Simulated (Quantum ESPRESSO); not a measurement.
Co:

```
Co
1.0
     2.47200    0.00000    0.00000
    -1.23600    2.14081    0.00000
     0.00000    0.00000    4.02114
Co
2
Direct
  0.66667 0.33333 0.75000
  0.33333 0.66667 0.25000
```

Base run:

| Property | Result |
| --- | --- |
| Program | Quantum ESPRESSO 7.5 |
| Functional | PBEsol |
| Potentials or basis | GBRV 1.5 PBEsol |
| Cutoff | 762 eV |
| Density cutoff | 6095 eV |
| k mesh | 12 × 12 × 7 |
| Occupations | fermi-dirac, width 0.05 eV |
| Spin | collinear spin, ferromagnetic start |
| Starting moments | [2.0, 2.0] μB |
| Hubbard terms | Co d U = 2 eV |

Its results: band gap on the k mesh none (metal or under the smearing width); pressure -1.7 GPa; net moment 3.57 μB per cell; site moments Co +1.88 μB.

**Question.** The run is repeated on the same cell with these changes: hubbard terms from Co d U = 2 eV to Co d U = 8 eV. What comes out?

**Answer.** Band gap on the k mesh none (metal or under the smearing width); pressure 6.4 GPa; net moment 3.86 μB per cell; site moments Co +2.09 μB.

Caveats: the U is typed as a test and isn't derived for this compound.
